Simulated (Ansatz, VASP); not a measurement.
**AlN in VASP and in Ansatz**

```xyz
2
Lattice="0.0000 1.9513 1.9513 1.9513 0.0000 1.9513 1.9513 1.9513 0.0000" Properties=species:S:1:pos:R:3 pbc="T T T"
Al    0.0000    0.0000    0.0000
N     1.9513    1.9513    1.9513
```

Change from the starting cell: volume scaled by 0.96, ions relaxed.

Alike in both runs: task relaxation of the atoms; functional PBE; k mesh 13 × 13 × 13; occupations fermi-dirac, width 0.02 eV; no spin polarisation.

|  | VASP | Ansatz |
| --- | --- | --- |
| version | VASP 6.6.1 | Ansatz 0.2.0 |
| potentials or method | VASP PAW PBE potentials, release 64 (Al, N) | plane-wave PAW, scalar-relativistic |
| plane-wave cutoff (eV) | 520 | 420 |
| valence electrons in the cell | 8 | 8 |

|  | VASP | Ansatz | Ansatz less VASP |
| --- | --- | --- | --- |
| gap on the k mesh at the Fermi level, each at its own relaxed structure (eV) | 5.16 | 5.14 | -0.013 |

Ansatz warned: «stress_scf_threshold_loose».

Caveats: the relaxation stopped at its first step, so nothing moved; an odd mesh through Γ misses points on the zone boundary, where band edges often lie.
